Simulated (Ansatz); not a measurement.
Crystal: TiH2.

```
CELL_PARAMETERS angstrom
-1.59650 1.59650 2.13350
1.59650 -1.59650 2.13350
1.59650 1.59650 -2.13350
ATOMIC_POSITIONS crystal
Ti 0.00000 0.00000 0.00000
H 0.25000 0.75000 0.50000
H 0.75000 0.25000 0.50000
```

* Program: Ansatz 0.2.0
* Task: relaxation of cell and atoms
* Functional: r2SCAN
* Dispersion: rVV10
* Potentials or basis: Ansatz PAW
* Cutoff: 500 eV (not typed: the program's choice for these potentials)
* k mesh: 12 × 12 × 12
* Occupations: fermi-dirac, width 0.05 eV
* Spin: no spin polarisation

At the start: volume 7.25 Å³/atom.

Q: Where does the relaxation end?

A: It ends after 7 steps and the volume is 7.06 Å³/atom (-2.7 %); space group I4/mmm (No. 139, to 0.05 Å).

The path:
| step | energy change (eV) | largest force (eV/Å) | volume (Å³) |
| --- | --- | --- | --- |
| 1 | 0.0000 | 0.0000 | 21.75 |
| 2 | -0.0066 | 0.0000 | 20.94 |
| 3 | -0.0079 | 0.0000 | 21.18 |
| 4 | -0.0080 | 0.0000 | 21.18 |
| 5 | -0.0076 | 0.0000 | 21.18 |
| 6 | -0.0076 | 0.0000 | 21.17 |
| 7 | -0.0076 | 0.0000 | 21.17 |

Final structure:
```
CELL_PARAMETERS angstrom
-1.59290 1.59290 2.08623
1.59290 -1.59290 2.08623
1.59290 1.59290 -2.08623
ATOMIC_POSITIONS crystal
Ti 0.00000 0.00000 0.00000
H 0.25000 0.75000 0.50000
H 0.75000 0.25000 0.50000
```

Caveat: the plane-wave basis is chosen anew once the cell has moved, so the energies of steps on either side of that aren't comparable; the PAW data sets come from PBE, with cores solved anew for the run's functional, which leaves a small shift of forces and pressure.
